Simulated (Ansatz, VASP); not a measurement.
## Li in VASP and in Ansatz

```
Li
1.0
     2.92565    0.00000    0.00000
    -1.46283    2.53369    0.00000
     0.00000    0.00000    2.73434
Li
1
Direct
  0.00000 0.00000 0.50000
```

Alike in both runs: task relaxation of cell and atoms; functional PBE; k mesh 21 × 21 × 20; occupations gaussian, width 0.1 eV; no spin polarisation.

|  | VASP | Ansatz |
| --- | --- | --- |
| version | VASP 6.6.1 | Ansatz 0.2.0 |
| potentials or method | VASP PAW PBE potentials, release 64 (Li_sv) | scalar-relativistic, plane waves, PAW |
| plane-wave cutoff (eV) | 600 | 420 |
| valence electrons in the cell | 3 | 3 |

|  | VASP | Ansatz | Ansatz less VASP |
| --- | --- | --- | --- |
| gap on the k mesh at the Fermi level, each at its own relaxed structure (eV) | none | none | - |
| relaxed volume (Å³/atom) | 20.17 | 20.29 | +0.117 |
| relaxed cell length with the largest relative difference (Å) | 2.709 | 2.716 | +0.0073 |

A gap of «none» marks a metal or a gap that the smearing closes.

Caveats: the cutoff is under 1.25 times the usual one of these potentials, so pressure, stress and relaxed cells hold a basis-set (Pulay) error (VASP).
